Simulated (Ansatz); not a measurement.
## Contact densities of Sb against volume

```xyz
2
Lattice="3.3545 0.0000 0.0000 -1.6773 2.9051 0.0000 0.0000 0.0000 5.4702" Properties=species:S:1:pos:R:3 pbc="T T T"
Sb    0.0000    1.9367    1.3675
Sb    1.6773    0.9684    4.1026
```

Atoms are numbered in the order listed.

Structure from Materials Project entry mp-80 (possibly hypothetical), not relaxed further.

No spin–orbit coupling, which matters for the heavy atoms here.

Method: DFT, r2SCAN, all-electron PAW with datasets made for the crystal, scalar-relativistic in Ansatz 0.2.0.

The runs use a Γ-centred 13×13×7 k mesh, Fermi–Dirac smearing of 0.05 eV, cutoff 240 eV (chosen by the program for this cell), no spin polarisation.

The contact density is the mean electron density over the nuclear volume; its changes set Mössbauer isomer shifts. Changes below are taken from the unscaled cell, where it is 1.34775e+06 e/Å³ at Sb1.

```json
{"V/V(cell)": "0.9500", "P (GPa)": "4.7", "Δρ(0) Sb1 (e/Å³)": "?"}
{"V/V(cell)": "1.0000", "P (GPa)": "0.9", "Δρ(0) Sb1 (e/Å³)": "0.00"}
{"V/V(cell)": "1.0500", "P (GPa)": "-1.9", "Δρ(0) Sb1 (e/Å³)": "?"}
```

What belongs in the row "0.9500", column "Δρ(0) Sb1 (e/Å³)"?

-1.92.

What belongs in the row "1.0500", column "Δρ(0) Sb1 (e/Å³)"?

2.00.

The datasets are made afresh for each cell, so very small changes are uncertain. Scalar relativity leaves out the p1/2 density at heavy nuclei.
